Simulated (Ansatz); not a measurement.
# Al2Au: a trial structure relaxed

Where does Al2Au go from the start given, TbCd2 type (P6/mmm, No. 191)?

Method: DFT PBE, scalar-relativistic, plane waves, PAW, in Ansatz 0.2.0.

## (1) The structure to begin with

The structure is hexagonal, space group P6/mmm (No. 191). Conventional cell: a = 4.407 Å, b = 4.407 Å, c = 3.100 Å, α = 90.00°, β = 90.00°, γ = 120.00°. Al (site symmetry -6m2) has 3 Al at 2.54 Å as nearest neighbours. Au (site symmetry 6/mmm) has 12 Al at 2.98 Å and 2 Au at 3.10 Å as nearest neighbours.

As a file:

```
Al Au
1.0
     4.40678    0.00000    0.00000
    -2.20339    3.81639    0.00000
     0.00000    0.00000    3.09957
Al Au
2 1
Direct
  0.33333 0.66667 0.50000
  0.66667 0.33333 0.50000
  0.00000 0.00000 0.00000
```

(A quick probe on a coarse mesh, which set the mesh and smearing, is not shown.)

## (3) Coarse relaxation

input.yaml reads:

```yaml
crystal:
  lattice:
    - [4.4067823399, 0.0, 0.0]
    - [-2.20339117, 3.8163854554, 0.0]
    - [0.0, 0.0, 3.0995729366]
  atoms:
    - { symbol: Al, position: [0.3333333333, 0.6666666667, 0.5] }
    - { symbol: Al, position: [0.6666666667, 0.3333333333, 0.5] }
    - { symbol: Au, position: [0.0, 0.0, 0.0] }
basis:
  ecutwfc: 420
kpoints:
  mp_grid: { grid: [6, 6, 6] }
hamiltonian:
  xc: pbe
scf:
  occupations: { method: gaussian, width: 0.1 }
  lower_state_search: "off"
output:
  forces: true
  stress: true
  eigenvalues: true
relax:
  adjacent_minimum: "off"
  f_tol: 0.04
  max_steps: 70
  cell: { stress_tol: 0.4 }
```

Command:

```
> ansatz run input.yaml --threads 1 --pin off --max-ram 2560MiB --backend cpu --events-out ev --progress --plain --runs-dir out
```

Further runs follow: relaxing cell and atoms.

Q: Predict the outcome of this session.

The runs gave:

Formation energies count from the elements, computed with the same settings in runs not shown here.

```
                          quantity                                                                       value
                              cell  a = 4.747 Å, b = 4.747 Å, c = 2.767 Å, α = 90.00°, β = 90.00°, γ = 120.00°
                       space group                                                            P6/mmm (No. 191)
                            volume                                                               18.00 Å³/atom
                   gap on the mesh                                                                none (metal)
formation energy from the elements                                                              +0.116 eV/atom
```

The space group stayed P6/mmm, and from the first guess the volume went from 17.38 to 18.00 Å³/atom. The formation energy of +0.12 eV/atom is positive, so the elements lie lower than this structure; another structure of the compound can lie lower. The runs treat Au without spin-orbit coupling.
